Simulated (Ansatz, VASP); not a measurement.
## One calculation of BiTe, two programs

```xyz
2
Lattice="0.0000 3.1695 3.1695 3.1695 0.0000 3.1695 3.1695 3.1695 0.0000" Properties=species:S:1:pos:R:3 pbc="T T T"
Bi    0.0000    0.0000    0.0000
Te    3.1695    3.1695    3.1695
```

Change from the starting cell: volume scaled by 0.9405, PAW files.

Alike in both runs: task electric field gradients; functional PBE; k mesh 10 × 10 × 10; occupations fermi-dirac, width 0.03 eV; no spin polarisation.

|  | VASP | Ansatz |
| --- | --- | --- |
| version | VASP 6.6.1 | Ansatz 0.2.0 |
| potentials or method | VASP PAW PBE potentials, release 64 (Bi_d, Te) | PAW with Ansatz's default frozen-core files, scalar-relativistic |
| plane-wave cutoff (eV) | 520 | 420 |
| valence electrons in the cell | 21 | 31 |

|  | VASP | Ansatz | Ansatz less VASP |
| --- | --- | --- | --- |
| pressure (GPa) | 4.3 | 4.3 | +0.05 |
| Vzz of the field gradient on the site that differs most (V/Å²) | 0.0 | 0.0 | 0.00 |

With one functional, cell and mesh, what is left measures potentials, basis and numerics. The two sets of potentials don't hold the same shells in valence. Ansatz warned: «gradients_without_spin_orbit».
